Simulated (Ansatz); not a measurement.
PbS, space group Cmc2_1, a charge-density difference against the sublattices

Program: Ansatz 0.2.0, Python API.

Notebook, run cell by cell (the value of a cell's last expression is shown):

**Cell 1**
```python
import ansatz as az
import numpy as np

VECTORS = np.array([
    [2.05694184, -3.56582927, 0.0],
    [2.05694184, 3.56582927, 0.0],
    [0.0, 0.0, 7.55994474],
])
SITES = [
    ("Pb", (0.00103166, 0.99896834, 0.48673181)),
    ("Pb", (0.99896834, 0.00103166, 0.98673181)),
    ("S", (0.66714548, 0.33285452, 0.69246819)),
    ("S", (0.33285452, 0.66714548, 0.19246819)),
]
```

**Cell 2**
```python
def on_lattice(cell):
    crystal = az.Crystal(lattice=az.Lattice.of(cell))
    for symbol, position in SITES:
        crystal = crystal.atom(symbol, position)
    return crystal
```

**Cell 3**
```python
# same cell, cutoff and mesh for the crystal and its parts
def solve(crystal):
    return (
        crystal.calculation()
        .occupations("Marzari-Vanderbilt", width=150 * az.meV)
        .functional(az.Functional.PBESOL)
        .basis(460, grid_basis="typed")
        .kpoints(5, 5, 3)
        .density()
        .run(threads=1)
    )
```

**Cell 4**
```python
whole = solve(on_lattice(VECTORS))
difference = whole.density().channels[0].density_e_per_ang3.copy()
binding = whole.report["free_energy_ev"]
for element in ["Pb", "S"]:
    part = az.Crystal(lattice=az.Lattice.of(VECTORS))
    for symbol, position in SITES:
        if symbol == element:
            part = part.atom(symbol, position)
    alone = solve(part)
    difference -= alone.density().channels[0].density_e_per_ang3
    binding -= alone.report["free_energy_ev"]
    print(f"{element} sublattice: {alone.report['n_electrons']:g} electrons, {alone.report['n_iterations']} iterations")
```
Output:
```text
Pb sublattice: 28 electrons, 7 iterations
S sublattice: 12 electrons, 7 iterations
```

**Cell 5**
```python
voxel = abs(np.linalg.det(VECTORS)) / difference.size
print(f"energy of the crystal less its unpolarised sublattices: {binding / len(SITES):.4f} eV/atom")
print(f"net charge of the difference {difference.sum() * voxel:.5f} e, charge moved {0.5 * np.abs(difference).sum() * voxel:.3f} e")
print(f"extremes {difference.min():.4f} and {difference.max():.4f} e/A^3")
for (symbol, position) in SITES:
    index = tuple(int(round(p * n)) % n for p, n in zip(position, difference.shape))
    print(f"  change of the pseudo-density at the grid point nearest {symbol}: {difference[index]:+.4f} e/A^3")
```
Output:
```text
energy of the crystal less its unpolarised sublattices: -2.7299 eV/atom
net charge of the difference 0.00000 e, charge moved 0.907 e
extremes -0.0642 and 0.0816 e/A^3
  change of the pseudo-density at the grid point nearest Pb: -0.0575 e/A^3
  change of the pseudo-density at the grid point nearest Pb: -0.0575 e/A^3
  change of the pseudo-density at the grid point nearest S: -0.0425 e/A^3
  change of the pseudo-density at the grid point nearest S: -0.0425 e/A^3
```

What to keep in mind:
- Within a few hundredths of an angstrom the cell has the higher group P6_3mc; the lower one is a small distortion.
- Spin-orbit coupling, which matters for elements this heavy, is left out.
- Densities and potentials on the grid are those of the valence electrons, and inside the cores they hang on the potentials used.
- This cell is a computed structure, which may not be the phase found in nature.
- Charge moved counts every rearrangement, bonding and polarisation too, and is no transfer between atoms; the bare sublattices are artificial references. Values near the nuclei depend on the potentials.
- Timing: 5.8 s on 1 thread of Intel(R) Xeon(R) Platinum 8375C CPU @ 2.90GHz (Ice Lake) (shared host), peak memory 0.44 GiB.

(Lines on the test bed's own set-up are left out of the output.)
